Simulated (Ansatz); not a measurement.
Runs of Ansatz 0.2.0 on SnSe. The cell holds a slab with vacuum, 4 atoms: a = 4.285 Å, b = 4.285 Å, c = 10.991 Å, α = 90.00°, β = 90.00°, γ = 90.00°. 

| share of exact exchange | gap on the mesh (eV) | largest force (eV/Å) |
| --- | --- | --- |
| 0.05 | 1.61 | 0.60 |
| 0.2 | 1.92 | 0.42 |
| 0.1 | (a) | 0.54 |
| 0.15 | 1.81 | (b) |

Alike in all rows: task single point; level HSE06 form with a typed share of exact exchange; potentials or basis Ansatz PAW; no spin polarisation; cell as given; k mesh 3 × 3 × 2; cutoff (eV) 420; smearing fermi-dirac 0.05 eV; the mesh is coarse, so values aren't converged.

Question: Fill in the values left out.

Answer: (a) 1.71; (b) 0.48.

Caveats: all runs use coarse meshes; odd divisions of the mesh miss points on the zone boundary, where band edges often lie, so the gap on the mesh can be too wide; spin-orbit coupling is left out, which moves the levels of the heavy elements; the PAW data sets come from PBE, with cores solved anew for the run's functional, which leaves a small shift of forces and pressure.

A k mesh can miss the band edges, and the runs leave out spin-orbit coupling on Se, Sn.
